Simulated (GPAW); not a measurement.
# Calculated records

### How the form of the self-energy moves the gap of CdS (Hawleyite)

The structure is cubic, space group F-43m (No. 216). The conventional cell has a = 5.833 Å, b = 5.833 Å, c = 5.833 Å, α = 90.00°, β = 90.00°, γ = 90.00°. Cd has 4 S at 2.53 Å nearest. Nearest to S lie 4 Cd at 2.53 Å. Farther neighbours and most contacts between anions are not listed.

```
method                         : DFT, LDA, plane waves, PAW (and 1 further level or step)
program                        : GPAW 26.7.0
settings of one run            : cutoff 450 eV, GPAW PAW setups 1.2.1 data release, 6×6×6 k-mesh, nbands 270
cost                           : 3 runs, 12 min in all on 12 MPI ranks of Arm Neoverse V1, shared host (the runs of this entry)
notes                          : The cell and positions come from the Crystallography Open Database and are kept as given unless a step says otherwise. Limits: no spin-orbit coupling. Bands and cutoff are finite, so the gap is not at the basis limit. The miss can reach some tenths of an eV and take either sign; the mesh is an error of its own.
G0W0, Godby-Needs plasmon pole : 1.915 eV
G0W0 with rALDA vertex         : 1.980 eV
known limits                   : not at the basis limit; no spin-orbit coupling
```

G0W0 with rALDA vertex: +0.065 eV against G0W0, Godby-Needs plasmon pole, at other bands or cutoff, so not like for like. With the rALDA kernel as a vertex the gap is 1.82 eV (in the polarisability), 2.08 eV (in the self-energy) and 1.99 eV (in both), against 1.92 eV without.

[Paths, hosts, dates, memory and timing lines, banners, echoed tables and standing remarks are left out of the program output.]

[Logs are printed without paths, hosts, clocks, repeated set-up lines and the standing remarks that a program may print on its own settings, such as how far it seeks lower states.]

[Runs of the session that timed out or met a known fault of the program may be left out.]

[Hosts, paths, dates, database ids (printed as entryN), source tags and the programs' standing remarks are cut or masked in the printed files.]
